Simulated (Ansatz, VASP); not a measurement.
# Two plane-wave programs on As

```
As
1.0
     4.56640    0.00000    0.00000
    -2.28320    3.95462    0.00000
     0.00000    0.00000    2.83374
As
2
Direct
  0.33333 0.66667 0.00000
  0.66667 0.33333 0.00000
```

Alike in both runs: functional PBE; k mesh 15 × 15 × 20; occupations gaussian, width 0.1 eV; no spin polarisation.

Ansatz relaxed the structure, and its values are those at the end. VASP's run is a single point on that final structure, the one shown.

|  | VASP | Ansatz |
| --- | --- | --- |
| version | VASP 6.6.1 | Ansatz 0.2.0 |
| potentials or method | VASP PAW PBE potentials, release 64 (As) | scalar-relativistic, plane waves, PAW |
| plane-wave cutoff (eV) | 520 | 420 |
| valence electrons in the cell | 10 | 30 |

|  | VASP | Ansatz | Ansatz less VASP |
| --- | --- | --- | --- |
| gap on the k mesh at the Fermi level (eV) | none | none | - |
| pressure (GPa) | 0.1 | 0.0 | -0.12 |

A gap of «none» marks a metal or a gap that the smearing closes. The two sets of potentials don't hold the same shells in valence.
